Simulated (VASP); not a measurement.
CoO: single point with PBE

Crystal: CoO.

```xyz
4
Lattice="3.0160 0.0000 0.0000 0.0000 3.0160 0.0000 0.0000 0.0000 4.2145" Properties=species:S:1:pos:R:3 pbc="T T T"
Co    0.0000    0.0000    0.0000
Co    1.5080    1.5080    2.1073
O     0.0000    0.0000    2.1073
O     1.5080    1.5080    0.0000
```

| Property | Result |
| --- | --- |
| Program | VASP 6.6.1 |
| Task | single point |
| Functional | PBE |
| Potentials or basis | VASP PAW PBE potentials, release 64 (Co, O) |
| Cutoff | 520 eV |
| k mesh | 6 × 6 × 5 |
| Occupations | gaussian, width 0.05 eV |
| Spin | collinear spin, antiferromagnetic start |
| Starting moments | [2.0, -2.0, 0.0, 0.0] μB |
| Supercell matrix | [0, 1, 1, 1, 0, 1, 1, 1, 0] |
| Further INCAR settings | ALGO = Normal; EDIFF = 1e-07; NBANDS = 27 |

```
Pressure                                              : -3.2 GPa
Band gap on the k mesh                                : none (metal or under the smearing width)
Net moment                                            : 0.00 μB per cell
Site moments                                          : Co +2.30, -2.30; O -0.09, +0.09 μB
Valence electrons inside the program's atomic spheres : Co 7.83; O 4.97
```

Stress tensor (GPa, compression positive):
```
-5.31  0.00  0.00
 0.00 -5.31  0.00
 0.00  0.00  0.96
```

Levels at points of the mesh, in eV from the Fermi level:
Spin up:
```tsv
k point	band 11	band 12	band 13	band 14	band 15	band 16	band 17	band 18	band 19	band 20
(0.00, 0.00, 0.00)	-2.46	-2.23	-2.23	-1.42	-0.26	-0.26	0.29	0.85	1.35	6.45
(0.50, 0.00, 0.00)	-1.60	-1.38	-0.40	-0.05	0.06	0.11	1.16	2.52	6.66	6.76
(0.50, 0.50, 0.00)	-2.37	-2.35	-1.99	-0.44	-0.44	0.24	0.84	0.94	6.10	6.81
```
Spin down:
```tsv
k point	band 13	band 14	band 15	band 16	band 17	band 18
(0.00, 0.00, 0.00)	-2.23	-1.42	-0.26	-0.26	0.29	0.85
(0.50, 0.00, 0.00)	-0.40	-0.05	0.06	0.11	1.16	2.52
(0.50, 0.50, 0.00)	-1.99	-0.44	-0.44	0.24	0.84	0.94
```

It took 97 s on 1 thread of Intel(R) Xeon(R) Platinum 8375C CPU @ 2.90GHz (Ice Lake) (shared host), peak memory 0.18 GiB.

Caveat: semilocal functionals often make such compounds metallic where correlation or magnetic order opens a gap, which also shifts bond lengths. With open d or f shells a metallic result of PBE can be an artefact of self-interaction; +U or a hybrid may open a gap.
